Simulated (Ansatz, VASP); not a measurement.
This is a calculation of MgS (Niningerite) for Ansatz 0.2.0. 

input.yaml

```yaml
crystal:
  lattice:
    - [0.0, 2.60165, 2.60165]
    - [2.60165, 0.0, 2.60165]
    - [2.60165, 2.60165, 0.0]
  atoms:
    - { symbol: S, position: [0.5, 0.5, 0.5] }
    - { symbol: Mg, position: [0.0, 0.0, 0.0] }
hamiltonian:
  xc: pbe
  pseudopotentials: { kind: paw }
  dispersion: d4
kpoints:
  mp_grid: { grid: [9, 9, 9] }
scf:
  occupations: { method: fermi_dirac, width: 0.05 }
output:
  forces: true
  stress: true
  eigenvalues: true
relax:
  f_tol: 0.01
  max_steps: 40
  cell: { stress_tol: 0.05 }
```

Potentials or basis: Ansatz PAW.

Command:

```console
$ ansatz run input.yaml --threads 2 --pin off --max-ram 5632MiB --backend cpu --events-out ev --progress --plain --runs-dir out
```

Q: Set up the same calculation for VASP 6.6.1. Potentials or basis there: PBE PAW files Mg, S, 600 eV.

A: As run (cutoffs and basis follow the program's own potentials, and thresholds, step limits or extra output files can differ):

The input INCAR:

```
SYSTEM = MgS
  ALGO = Normal
  EDIFF = 1E-6
  EDIFFG = -0.01
  ENCUT = 600
  GGA = PE
  IBRION = 2
  ISIF = 3
  ISMEAR = -1
  IVDW = 13
  LASPH = .True.
  LCHARG = .False.
  LREAL = .False.
  LWAVE = .False.
  NELM = 100
  NSW = 40
  PREC = Accurate
  SIGMA = 0.05
```

KPOINTS

```
k-points
0
Gamma
  9 9 9
  0 0 0
```

Contents of POSCAR:

```
MgS
1.0
    0.0000000000      2.6016500000      2.6016500000
    2.6016500000      0.0000000000      2.6016500000
    2.6016500000      2.6016500000      0.0000000000
S Mg
1 1
Direct
    0.5000000000      0.5000000000      0.5000000000
    0.0000000000      0.0000000000      0.0000000000
```

Potentials or basis: VASP PAW PBE potentials, release 64 (S, Mg).

Command:

```console
$ cat potpaw_PBE.64/S/POTCAR potpaw_PBE.64/Mg/POTCAR > POTCAR
$ mpirun -np 1 vasp_std > vasp.out
```

Both were run:

|  | Ansatz | VASP |
| --- | --- | --- |
| Relaxed volume | 17.28 Å³/atom | 17.23 Å³/atom |
| Relaxed cell | a = 3.657 Å, b = 3.657 Å, c = 3.657 Å, α = 60.00°, β = 60.00°, γ = 60.00° | a = 3.652 Å, b = 3.652 Å, c = 3.652 Å, α = 60.00°, β = 60.00°, γ = 60.00° |
| Space group after relaxing | Fm-3m (No. 225) | Fm-3m (No. 225) |
| Pressure after relaxing | 0.0 GPa | 0.0 GPa |

Ansatz's pressure holds a Pulay term of +0.00 GPa for its cutoff of 420 eV, which the other run lacks.

The potentials hold 16 and 8 valence electrons a cell.

Where Ansatz's input types no cutoff or centring, it takes its own default and a Γ-centred mesh.

Pressure is positive in compression.
